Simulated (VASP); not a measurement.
Results of a VASP single-point calculation on Si (strained diamond)

POSCAR

```
Si
 1.0000000000000000
     0.0000000000000000    2.7357294901999998    2.7127953184000000
     2.7357294901999998    0.0000000000000000    2.7127953184000000
     2.7357294901999998    2.7357294901999998    0.0000000000000000
 Si
   2
Cartesian
  0.0000000000000000  0.0000000000000000  0.0000000000000000
  1.3678647450999999  1.3678647450999999  1.3563976592000000
```

The gap between bands v and c is 0.70 eV and the least direct gap is 2.69 eV.

Band v is the last that the valence electrons fill when counted band by band, and c is the next. Levels in eV from the top of v:

| point | v−1 | v | c | c+1 |
| --- | --- | --- | --- | --- |
| Γ | -0.06 | 0.00 | 2.69 | 2.72 |
| X | -2.99 | -2.99 | 0.93 | 0.93 |
| K | -4.46 | -2.62 | 1.36 | 4.34 |
| L | -1.34 | -1.26 | 1.79 | 3.52 |
| W | -4.01 | -4.01 | 4.52 | 4.52 |

Problem. Which of these levels of theory gave these results?
A. r²SCAN
B. HSE06
C. PBE0
D. PBEsol
E. PBE with spin–orbit coupling
F. LDA
G. PBE

Solution. A.

The INCAR was:

```
NSW = 0
ENCUT = 520
PREC = Accurate
NBANDS = 11
NELM = 120
METAGGA = R2SCAN
LREAL = .FALSE.
LASPH = .TRUE.
SIGMA = 0.01
ALGO = Normal
IBRION = -1
ISMEAR = 0
LWAVE = .FALSE.
EDIFF = 1E-7
LCHARG = .TRUE.
ISIF = 2
LELF = .TRUE.
```
